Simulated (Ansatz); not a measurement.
Crystal: SiO2.

```
Si O
1.0
    -4.47204    4.47204    2.61177
     4.47204   -4.47204    2.61177
     4.47204    4.47204   -2.61177
Si O
4 8
Direct
  0.82311 0.82311 0.64622
  0.17689 0.82311 0.00000
  0.82311 0.17689 0.00000
  0.17689 0.17689 0.35378
  0.00000 0.79145 0.79145
  0.20855 0.00000 0.20855
  0.79145 0.00000 0.79145
  0.00000 0.20855 0.20855
  0.00000 0.00000 0.50000
  0.50000 0.00000 0.00000
  0.00000 0.50000 0.00000
  0.50000 0.50000 0.50000
```

The cell comes from a database or a generator and needn't be the stable form of this composition.

- Program: Ansatz 0.2.0
- Task: relaxation of cell and atoms
- Functional: PBE
- Dispersion: D3(BJ)
- Potentials or basis: Ansatz PAW
- Cutoff: 420 eV (not typed: the program's choice for these potentials)
- k mesh: 6 × 6 × 6
- Occupations: fermi-dirac, width 0.05 eV
- Spin: no spin polarisation

At the start: volume 17.41 Å³/atom.

Problem. Where does the relaxation end?

Solution. It ends after 9 steps and the volume is 17.71 Å³/atom (+1.7 %); space group I4/mmm (No. 139, to 0.05 Å).

The path:
| step | energy change (eV) | largest force (eV/Å) | volume (Å³) |
| --- | --- | --- | --- |
| 1 | 0.0000 | 0.2102 | 208.93 |
| 2 | -0.0186 | 0.1482 | 210.68 |
| 3 | -0.0230 | 0.0656 | 212.55 |
| 4 | -0.0236 | 0.0977 | 212.47 |
| 5 | -0.0242 | 0.0225 | 212.45 |
| 6 | -0.0245 | 0.0011 | 212.35 |
| 7 | -0.0349 | 0.0012 | 212.35 |
| 8 | -0.0345 | 0.0005 | 212.49 |
| 9 | -0.0349 | 0.0004 | 212.49 |

Final structure:
```xyz
12
Lattice="-4.4924 4.4924 2.6322 4.4924 -4.4924 2.6322 4.4924 4.4924 -2.6322" Properties=species:S:1:pos:R:3 pbc="T T T"
Si    2.9022    2.9022    2.6322
Si    2.9022   -2.9022    2.6322
Si   -2.9022    2.9022    2.6322
Si    1.5902    1.5902    0.0000
O     7.0986    0.0000    0.0000
O     0.0000    1.8862    0.0000
O     0.0000    7.0986    0.0000
O     1.8862    0.0000    0.0000
O     2.2462    2.2462   -1.3161
O    -2.2462    2.2462    1.3161
O     2.2462   -2.2462    1.3161
O     2.2462    2.2462    1.3161
```

Caveat: the plane-wave basis is chosen anew once the cell has moved, so the energies of steps on either side of that aren't comparable; the pressure holds a Pulay correction of +0.4 GPa for the finite cutoff.
